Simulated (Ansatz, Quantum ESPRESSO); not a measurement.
# Band edges of honeycomb InSb, 1 layer under strain, part 2 of 2

How do the band edges of honeycomb InSb, 1 layer move against the vacuum when the sheet is stretched?

Quantum ESPRESSO 7.5; plane-wave DFT, PBE, GBRV ultrasoft pseudopotentials; geometry by Ansatz 0.2.0 with PAW datasets.

So far: Set-up; Relaxation with Ansatz.

## Step 3: The script

Under ESM bc1 levels count from the vacuum, or from the mean of the two vacuum levels where the sheet has a dipole, so band edges at unlike strains can be compared.

Level of this step: plane-wave DFT, PBE, GBRV ultrasoft pseudopotentials (Quantum ESPRESSO 7.5).

run.py

```python
import json
import numpy as np
from ase import Atoms
from ase.calculators.espresso import Espresso, EspressoProfile

profile = EspressoProfile(command='mpirun -n 2 pw.x -nk 2', pseudo_dir='../pseudo')
pseudopotentials = {'In': 'in_pbe_v1.4.uspp.F.UPF', 'Sb': 'sb_pbe_v1.4.uspp.F.UPF'}
system = {'ecutwfc': 40, 'ecutrho': 200, 'occupations': 'smearing', 'smearing': 'fd', 'degauss': 0.002}


def calculator(name, kpts, **extra):
    data = dict(control=dict(tprnfor=True, verbosity='high', disk_io='none'),
                system=system | extra,
                electrons=dict(conv_thr=1e-09, mixing_beta=0.4, mixing_mode='plain',
                               electron_maxstep=100))
    return Espresso(profile=profile, directory=name, pseudopotentials=pseudopotentials, kpts=kpts, input_data=data)


def centre(atoms):
    z = atoms.positions[:, 2]
    atoms.positions[:, 2] -= (z.max() + z.min()) / 2  # ESM wants the slab about z = 0
    return atoms

sheet = Atoms(
    ['Sb', 'In'],
    scaled_positions=[
        [0.6666666667, 0.3333333333, 0.4756277986],
        [0.3333333333, 0.6666666667, 0.5243722014]],
    cell=[
        [4.674261997038, 0.000000000000, 0.000000000000],
        [-2.337130998519, 4.048029633379, 0.000000000000],
        [0.000000000000, 0.000000000000, 15.750000000000]],
    pbc=True)

rows = []
for strain in [-0.03, -0.015, 0.0, 0.015, 0.03]:
    atoms = sheet.copy()
    atoms.set_cell(sheet.cell.array * [[1 + strain], [1 + strain], [1]], scale_atoms=True)
    atoms = centre(atoms)
    atoms.calc = calculator(f's{strain:+.3f}', (12, 12, 1), assume_isolated='esm', esm_bc='bc1', nbnd=18)
    energy = atoms.get_potential_energy()
    levels = np.array([atoms.calc.get_eigenvalues(kpt=i) for i in range(len(atoms.calc.get_ibz_k_points()))])
    top, bottom = levels[:, 13].max(), levels[:, 14].min()
    direct = (levels[:, 14] - levels[:, 13]).min()
    rows.append([strain, energy, top, bottom, direct])
    print(f'strain {strain:+.3f}: E = {energy:.5f} eV, valence top {top:.3f}, conduction bottom {bottom:.3f}, '
          f'gap {bottom - top:.3f}, least direct gap {direct:.3f} eV')

x, energy, top, bottom, direct = np.array(rows).T
area = np.linalg.norm(np.cross(*sheet.cell[:2]))
stiffness = np.polyfit(x, energy, 2)[0] / area * 16.0218  # C11 + C12, heights clamped
print(f'valence and conduction edges move by {np.polyfit(x, top, 1)[0]:.2f} and {np.polyfit(x, bottom, 1)[0]:.2f} eV per unit biaxial strain')
print(f'C11 + C12 with clamped heights: {stiffness:.1f} N/m')
json.dump(dict(rows=rows, stiffness=stiffness), open('result.json', 'w'))
```

The run is started by

```
> OMP_NUM_THREADS=1 python run.py
```

Log:

```text
strain -0.030: E = -4331.86680 eV, valence top -4.657, conduction bottom -3.685, gap 0.972, least direct gap 0.972 eV
strain -0.015: E = -4331.90988 eV, valence top -4.739, conduction bottom -3.913, gap 0.826, least direct gap 0.826 eV
strain +0.000: E = -4331.92348 eV, valence top -4.808, conduction bottom -4.111, gap 0.697, least direct gap 0.697 eV
strain +0.015: E = -4331.91180 eV, valence top -4.847, conduction bottom -4.281, gap 0.566, least direct gap 0.585 eV
strain +0.030: E = -4331.87887 eV, valence top -4.838, conduction bottom -4.423, gap 0.415, least direct gap 0.491 eV
valence and conduction edges move by -3.13 and -12.30 eV per unit biaxial strain
C11 + C12 with clamped heights: 47.7 N/m
```

Elapsed: 9 min, on 2 MPI ranks of Arm Neoverse N1, shared host; peak memory 0.59 GiB; 18 min of CPU time.

The input that ASE wrote for the first run, and its log:

```
&CONTROL
   verbosity        = 'high'
   tprnfor          = .true.
   disk_io          = 'none'
   pseudo_dir       = '../pseudo'
/
&SYSTEM
   nbnd             = 18
   ecutwfc          = 40
   ecutrho          = 200
   occupations      = 'smearing'
   degauss          = 0.002
   smearing         = 'fd'
   assume_isolated  = 'esm'
   esm_bc           = 'bc1'
   ntyp             = 2
   nat              = 2
   ibrav            = 0
/
&ELECTRONS
   electron_maxstep = 100
   conv_thr         = 1e-09
   mixing_mode      = 'plain'
   mixing_beta      = 0.4
/
&IONS
/
&CELL
/
&FCP
/
&RISM
/
ATOMIC_SPECIES
Sb 121.76 sb_pbe_v1.4.uspp.F.UPF
In 114.818 in_pbe_v1.4.uspp.F.UPF

K_POINTS automatic
12 12 1  0 0 0

CELL_PARAMETERS angstrom
4.53403413712686 0.00000000000000 0.00000000000000
-2.26701706856343 3.92658874437763 0.00000000000000
0.00000000000000 0.00000000000000 15.75000000000000

ATOMIC_POSITIONS angstrom
Sb 2.2670170688 1.3088629147 -0.3838621721  
In -0.0000000002 2.6177258297 0.3838621720
```

```text
Program PWSCF v.7.5 starts
[citation notice left out]

     Parallel version (MPI & OpenMP), running on       2 processor cores
     Number of MPI processes:                 2
     Threads/MPI process:                     1

     MPI processes distributed on     1 nodes
[... 1 line left out ...]

Warning: card &CELL ignored
Warning: card &FCP ignored
Warning: card &RISM ignored

     Current dimensions of program PWSCF are:
     Max number of different atomic species (ntypx) = 10
     Max number of k-points (npk) =  40000
     Max angular momentum in pseudopotentials (lmaxx) =  4
     Message from routine setup:
     using ibrav=0 with symmetry is DISCOURAGED, use correct ibrav instead

     K-points division:     npool     =       2
     Subspace diagonalization in iterative solution of the eigenvalue problem:
     a serial algorithm will be used

     G-vector sticks info
     --------------------
     sticks:   dense  smooth     PW     G-vecs:    dense   smooth      PW
     Sum        1015     817    241                90379    64655   10169

     Using Slab Decomposition

     bravais-lattice index     =            0
     lattice parameter (alat)  =       8.5681  a.u.
     unit-cell volume          =    1892.2450 (a.u.)^3
     number of atoms/cell      =            2
     number of atomic types    =            2
     number of electrons       =        28.00
     number of Kohn-Sham states=           18
     kinetic-energy cutoff     =      40.0000  Ry
     charge density cutoff     =     200.0000  Ry
     scf convergence threshold =      1.0E-09
     mixing beta               =       0.4000
     number of iterations used =            8  plain     mixing
     Exchange-correlation=  SLA  PW   PBX  PBC
                           (   1   4   3   4   0   0   0)

     Effective Screening Medium Method
     =================================
     Boundary Conditions: Vacuum-Slab-Vacuum
     total charge in unit cell        =   0.0000
     grid points for fit at edges     =        4

[... 10 lines left out ...]
     PseudoPot. # 1 for Sb read from file:
     ../pseudo/sb_pbe_v1.4.uspp.F.UPF
     Pseudo is Ultrasoft + core correction, Zval = 15.0
     Generated by new atomic code, or converted to UPF format
     Using radial grid of  891 points,  6 beta functions with:
                l(1) =   0
                l(2) =   0
                l(3) =   1
                l(4) =   1
                l(5) =   2
                l(6) =   2
     Q(r) pseudized with  8 coefficients,  rinner =    1.350   1.350   1.350
                                                       1.350   1.350

     PseudoPot. # 2 for In read from file:
     ../pseudo/in_pbe_v1.4.uspp.F.UPF
     Pseudo is Ultrasoft + core correction, Zval = 13.0
     Generated by new atomic code, or converted to UPF format
     Using radial grid of  889 points,  6 beta functions with:
                l(1) =   0
[... 405 lines left out ...]
     estimated scf accuracy    <       0.00000001 Ry

     iteration # 16     ecut=    40.00 Ry     beta= 0.40
[... 1 line left out ...]

---- Real-time Memory Report at c_bands before calling an iterative solver
           267 MiB given to the printing process from OS
           123 MiB allocation reported by mallinfo(arena+hblkhd)
[... 1 line left out ...]
------------------
[... 1 line left out ...]

     negative rho (up, down):  2.209E-04 0.000E+00

[... 1 line left out ...]

     End of self-consistent calculation

          k = 0.0000 0.0000 0.0000 (  8117 PWs)   bands (ev):

   -32.7529 -32.7529 -32.7116 -32.7110 -32.7110 -18.9928 -18.9320 -18.9320
   -18.8561 -18.8561 -14.2994  -7.1008  -4.6574  -4.6574  -3.6854  -1.9352
    -0.4549  -0.4548

     occupation numbers
     1.0000   1.0000   1.0000   1.0000   1.0000   1.0000   1.0000   1.0000
     1.0000   1.0000   1.0000   1.0000   1.0000   1.0000   0.0000   0.0000
     0.0000   0.0000

[... 144 lines left out ...]

     the Fermi energy is    -4.1628 ev

!    total energy              =    -318.38636503 Ry
     estimated scf accuracy    <          2.6E-10 Ry
     smearing contrib. (-TS)   =      -0.00000000 Ry
     internal energy E=F+TS    =    -318.38636503 Ry

     The total energy is F=E-TS. E is the sum of the following terms:
     one-electron contribution =      73.92034711 Ry
     hartree contribution      =     -32.10716847 Ry
     xc contribution           =     -81.79021910 Ry
     ewald contribution        =    -278.40932457 Ry

     convergence has been achieved in  16 iterations

     negative rho (up, down):  2.209E-04 0.000E+00

     Forces acting on atoms (cartesian axes, Ry/au):

     atom    1 type  1   force =     0.00000000    0.00000000   -0.00826992
     atom    2 type  2   force =     0.00000000    0.00000000    0.00823114
     The non-local contrib.  to forces
     atom    1 type  1   force =     0.00000000    0.00000000    0.35438523
     atom    2 type  2   force =    -0.00000000   -0.00000000    0.07297459
     The ionic contribution  to forces
     atom    1 type  1   force =    -0.00000000    0.00000000  -19.09533365
     atom    2 type  2   force =     0.00000000   -0.00000000   19.09533365
     The local contribution  to forces
     atom    1 type  1   force =    -0.00000005    0.00000002   18.73136498
     atom    2 type  2   force =     0.00000003   -0.00000001  -19.15026106
     The core correction contribution to forces
     atom    1 type  1   force =    -0.00000000    0.00000000    0.00139358
     atom    2 type  2   force =     0.00000000   -0.00000000   -0.00977052
     The Hubbard contrib.    to forces
     atom    1 type  1   force =     0.00000000    0.00000000    0.00000000
     atom    2 type  2   force =     0.00000000    0.00000000    0.00000000
     The SCF correction term to forces
     atom    1 type  1   force =    -0.00000000    0.00000000   -0.00008006
     atom    2 type  2   force =     0.00000000   -0.00000000   -0.00004553

     Total force =     0.011668     Total SCF correction =     0.000092
     Message from routine punch:
     Nothing written, as per user request (disk_io='none')

[... 1 line left out ...]

[... 1 line left out ...]

[... 1 line left out ...]

[... 3 lines left out ...]

[... 1 line left out ...]

[... 2 lines left out ...]

[... 1 line left out ...]

[... 1 line left out ...]

=------------------------------------------------------------------------------=
   JOB DONE.
=------------------------------------------------------------------------------=
```

Read from the output:

- biaxial stiffness: 47.66 N/m

Table of band edge from the vacuum level by biaxial strain:

```csv
biaxial strain (%),valence top (eV),conduction bottom (eV)
-3.00,-4.66,-3.69
-1.50,-4.74,-3.91
0.00,-4.81,-4.11
1.50,-4.85,-4.28
3.00,-4.84,-4.42
```

The gap by biaxial strain:

```csv
biaxial strain (%),on the mesh (eV),least direct (eV)
-3.00,0.972,0.972
-1.50,0.827,0.827
0.00,0.697,0.697
1.50,0.566,0.585
3.00,0.415,0.491
```

Table of energy over the lowest by biaxial strain:

```csv
biaxial strain (%),energy over the lowest (meV)
-3.00,56.7
-1.50,13.6
0.00,0
1.50,11.7
3.00,44.6
```

## Step 4: Running the series: RPBE, GBRV ultrasoft

Level of this step: plane-wave DFT, RPBE, GBRV ultrasoft pseudopotentials made under PBE (Quantum ESPRESSO 7.5). input_dft overrides the functional of the files.

run.py, as its differences from the input of step 3:

```diff
@@ -7,3 +7,3 @@
 pseudopotentials = {'In': 'in_pbe_v1.4.uspp.F.UPF', 'Sb': 'sb_pbe_v1.4.uspp.F.UPF'}
-system = {'ecutwfc': 40, 'ecutrho': 200, 'occupations': 'smearing', 'smearing': 'fd', 'degauss': 0.002}
+system = {'ecutwfc': 40, 'ecutrho': 200, 'input_dft': 'rpbe', 'occupations': 'smearing', 'smearing': 'fd', 'degauss': 0.002}
```

The run is started by

```
> OMP_NUM_THREADS=1 python run.py
```

Log:

```text
strain -0.030: E = -4334.06401 eV, valence top -4.549, conduction bottom -3.506, gap 1.044, least direct gap 1.044 eV
strain -0.015: E = -4334.12817 eV, valence top -4.632, conduction bottom -3.736, gap 0.896, least direct gap 0.896 eV
strain +0.000: E = -4334.16195 eV, valence top -4.702, conduction bottom -3.938, gap 0.764, least direct gap 0.764 eV
strain +0.015: E = -4334.16959 eV, valence top -4.741, conduction bottom -4.112, gap 0.629, least direct gap 0.649 eV
strain +0.030: E = -4334.15513 eV, valence top -4.732, conduction bottom -4.258, gap 0.475, least direct gap 0.552 eV
valence and conduction edges move by -3.17 and -12.54 eV per unit biaxial strain
C11 + C12 with clamped heights: 49.3 N/m
```

It took 9.4 min on 2 MPI ranks; peak memory 0.59 GiB.

Numbers from this step:

```
biaxial stiffness : 49.29 N/m
```

Table of band edge from the vacuum level by biaxial strain:

```csv
biaxial strain (%),valence top (eV),conduction bottom (eV)
-3.00,-4.55,-3.51
-1.50,-4.63,-3.74
0.00,-4.70,-3.94
1.50,-4.74,-4.11
3.00,-4.73,-4.26
```

Table of gap by biaxial strain:

```csv
biaxial strain (%),on the mesh (eV),least direct (eV)
-3.00,1.04,1.04
-1.50,0.896,0.896
0.00,0.764,0.764
1.50,0.629,0.649
3.00,0.475,0.552
```

Table of energy over the lowest by biaxial strain:

```csv
biaxial strain (%),energy over the lowest (meV)
-3.00,106
-1.50,41.4
0.00,7.64
1.50,0
3.00,14.5
```

## Step 5: Running the series, with ecutrho = 20

One more run, with a changed input.

Level of this step: plane-wave DFT, PBE, GBRV ultrasoft pseudopotentials (Quantum ESPRESSO 7.5).

run.py, as its differences from the input of step 3:

```diff
@@ -7,3 +7,3 @@
 pseudopotentials = {'In': 'in_pbe_v1.4.uspp.F.UPF', 'Sb': 'sb_pbe_v1.4.uspp.F.UPF'}
-system = {'ecutwfc': 40, 'ecutrho': 200, 'occupations': 'smearing', 'smearing': 'fd', 'degauss': 0.002}
+system = {'ecutwfc': 40, 'ecutrho': 20, 'occupations': 'smearing', 'smearing': 'fd', 'degauss': 0.002}
 
@@ -14,3 +14,3 @@
                 electrons=dict(conv_thr=1e-09, mixing_beta=0.4, mixing_mode='plain',
-                               electron_maxstep=100))
+                               electron_maxstep=60))
     return Espresso(profile=profile, directory=name, pseudopotentials=pseudopotentials, kpts=kpts, input_data=data)
@@ -35,3 +35,3 @@
 rows = []
-for strain in [-0.03, -0.015, 0.0, 0.015, 0.03]:
+for strain in [-0.03, -0.015, 0.0]:
     atoms = sheet.copy()
```

The run is started by

```
> OMP_NUM_THREADS=1 python run.py
```

Log:

```text
subprocess.CalledProcessError: the calculator's command failed
```

Wall time 2 s (2 MPI ranks); peak memory 0.16 GiB.

The input that ASE wrote for the run that failed, and its log:

```
&CONTROL
   verbosity        = 'high'
   tprnfor          = .true.
   disk_io          = 'none'
   pseudo_dir       = '../pseudo'
/
&SYSTEM
   nbnd             = 18
   ecutwfc          = 40
   ecutrho          = 20
   occupations      = 'smearing'
   degauss          = 0.002
   smearing         = 'fd'
   assume_isolated  = 'esm'
   esm_bc           = 'bc1'
   ntyp             = 2
   nat              = 2
   ibrav            = 0
/
&ELECTRONS
   electron_maxstep = 60
   conv_thr         = 1e-09
   mixing_mode      = 'plain'
   mixing_beta      = 0.4
/
&IONS
/
&CELL
/
&FCP
/
&RISM
/
ATOMIC_SPECIES
Sb 121.76 sb_pbe_v1.4.uspp.F.UPF
In 114.818 in_pbe_v1.4.uspp.F.UPF

K_POINTS automatic
12 12 1  0 0 0

CELL_PARAMETERS angstrom
4.53403413712686 0.00000000000000 0.00000000000000
-2.26701706856343 3.92658874437763 0.00000000000000
0.00000000000000 0.00000000000000 15.75000000000000

ATOMIC_POSITIONS angstrom
Sb 2.2670170688 1.3088629147 -0.3838621721  
In -0.0000000002 2.6177258297 0.3838621720
```

```text
Program PWSCF v.7.5 starts
[citation notice left out]

     Parallel version (MPI & OpenMP), running on       2 processor cores
     Number of MPI processes:                 2
     Threads/MPI process:                     1

     MPI processes distributed on     1 nodes
[... 1 line left out ...]

Warning: card &CELL ignored
Warning: card &FCP ignored
Warning: card &RISM ignored

     Current dimensions of program PWSCF are:
     Max number of different atomic species (ntypx) = 10
     Max number of k-points (npk) =  40000
     Max angular momentum in pseudopotentials (lmaxx) =  4

 %%%%%%%%%%%%%%%%%%%%%%%%%%%%%%%%%%%%%%%%%%%%%%%%%%%%%%%%%%%%%%%%%%%%%%%%%%%%%%
     Error in routine set_cutoff (1):
     ecutrho <= ecutwfc?!?
 %%%%%%%%%%%%%%%%%%%%%%%%%%%%%%%%%%%%%%%%%%%%%%%%%%%%%%%%%%%%%%%%%%%%%%%%%%%%%%

     stopping ...
```

The program refused the input before any cycle.

The fault put into the input: a density cutoff under four times the waves' (ecutrho = 20).

ecutrho can't lie under ecutwfc; four times for norm-conserving files and more for ultrasoft ones is the rule.

## Step 6: A check by hand

Under equal strain ε in the plane, E = A (C11 + C12) ε². From the points at ±1.5 %: d²E/dε² = (13.61 + 11.68 − 2 × 0.00) meV / 0.015² = 112 eV, and 112/(2 × 18.922 Å²) × 16.02 = 48 N/m.

## Step 7: Outcome

```json
{
 "C11 + C12, heights clamped, PBE, GBRV ultrasoft": "48 N/m",
 "gap on the mesh at zero strain, PBE, GBRV ultrasoft": "0.70 eV",
 "valence top below the mean of the two vacuum levels at zero strain, PBE, GBRV ultrasoft": "4.81 eV",
 "shift of the conduction bottom per unit biaxial strain, PBE, GBRV ultrasoft": "-12.3 eV",
 "C11 + C12, heights clamped, RPBE, GBRV ultrasoft (made under PBE)": "49 N/m",
 "gap on the mesh at zero strain, RPBE, GBRV ultrasoft (made under PBE)": "0.76 eV",
 "valence top below the mean of the two vacuum levels at zero strain, RPBE, GBRV ultrasoft (made under PBE)": "4.70 eV",
 "shift of the conduction bottom per unit biaxial strain, RPBE, GBRV ultrasoft (made under PBE)": "-12.5 eV"
}
```

The sheet's biaxial stiffness comes to 48 N/m and its gap at zero strain to 0.70 eV (PBE, GBRV ultrasoft). From −3 % to +3 % the gap on the mesh goes from 0.97 to 0.42 eV; it is direct at some strains and indirect at others. The valence top bends along the series, so the script's straight-line slope describes it poorly. Heights are clamped under strain, which makes a sheet with several atomic planes too stiff. Zero strain is the PBE cell; under RPBE the energy is lowest near +1.3 %, so its stiffness is taken away from its own minimum. Semilocal gaps are too small. The sheet carries a dipole, so the two faces have unlike vacuum levels and the zero lies between them. Spin-orbit coupling is left out; depending on the atoms that carry the levels of interest, it can split and shift them by tens to hundreds of meV.

[Logs are printed without paths, hosts, clocks, repeated set-up lines and the standing remarks that a program may print on its own settings, such as how far it seeks lower states.]

[Hosts, paths, dates, database ids (printed as entryN), source tags and the programs' standing remarks are cut or masked in the printed files.]

[Maps of the electrostatic potential energy from Ansatz leave out the sawtooth potential of an applied field or a dipole correction, so their vacuum need not be flat; planar profiles and work functions include it.]
